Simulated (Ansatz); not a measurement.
All numbers below come from DFT PBE, scalar-relativistic, plane waves, PAW in Ansatz 0.2.0. Settings: cutoff 420 eV, Γ-centred meshes spaced at most about 0.3 Å⁻¹, and about 0.25 Å⁻¹ or finer for metals (2π included), Gaussian smearing. No spin polarisation.

Each guess is relaxed in cell and atoms at zero pressure, on a coarse mesh first where it starts far from rest and then on a converged one. The steps can't lower the symmetry of the start, but it can rise. Energies are static (0 K, no zero-point motion).

Two unrelaxed guesses for PtSe2:

A.

```yaml
crystal:
  lattice:
    - [4.74704, 0.00000, 0.00000]
    - [0.00000, 4.74704, 0.00000]
    - [0.00000, 0.00000, 3.77900]
  atoms:
    - { symbol: Pt, position: [0.50000, 0.50000, 0.00000] }
    - { symbol: Se, position: [0.00000, 0.00000, 0.26803] }
    - { symbol: Se, position: [0.00000, 0.00000, 0.73197] }
```

B.

```yaml
crystal:
  lattice:
    - [5.01124, 0.00000, 0.00000]
    - [-2.50562, 4.33986, 0.00000]
    - [0.00000, 0.00000, 6.81360]
  atoms:
    - { symbol: Pt, position: [0.33333, 0.66667, 0.18227] }
    - { symbol: Pt, position: [0.33333, 0.66667, 0.81773] }
    - { symbol: Se, position: [0.81062, 0.18938, 0.50000] }
    - { symbol: Se, position: [0.81062, 0.62124, 0.50000] }
    - { symbol: Se, position: [0.37876, 0.18938, 0.50000] }
    - { symbol: Se, position: [0.66667, 0.33333, 0.00000] }
```

Question: Where do they end, and which end is lower?

Answer: A ends lower, by 0.57 eV/atom. A: P4/mmm at 28.4 Å³/atom → P4/mmm at 20.8 Å³/atom; B: P-6m2 at 24.7 Å³/atom → P-6m2 at 22.1 Å³/atom. Counting Se atoms around Pt (those within 1.25 times the shortest such distance or 1.15 times the sum of covalent radii, 1.27 where that leaves under three; a plus sign parts nearer from farther groups), the end of A has Pt 8 and the end of B has Pt 6+3. End of A. Conventional cell: a = 3.294 Å, c = 5.764 Å. Pt has 8 Se at 2.78 Å and 4 Pt at 3.29 Å; Se is surrounded by 1 Se at 2.73 Å, 4 Pt at 2.78 Å, 1 Se at 3.03 Å and 4 Se at 3.29 Å. End of B. Conventional cell: a = 5.359 Å, c = 5.333 Å. Pt is surrounded by 2 Pt at 2.65–2.68 Å, 6 Se at 2.99 Å and 3 Se at 3.37 Å; around Se on a site of symmetry mm2 lie 4 Se at 2.64–2.72 Å, 4 Pt at 2.99 Å and 2 Se at 3.09 Å; Se on a site of symmetry -6m2 is surrounded by 6 Se at 3.09 Å and 6 Pt at 3.37 Å.

Ends held by symmetry can be saddle points. Neither end is the lowest form computed: that has the cadmium iodide type, space group P-3m1 (No. 164), is reached from a cell as deposited in COD and lies 0.69 eV/atom below the better end. Even the lowest of the cells shown lies +0.29 eV/atom against the elements. These runs have no spin–orbit coupling, which can matter for Pt. Some candidate types were left out of the draw beforehand, so a known form may be missing.
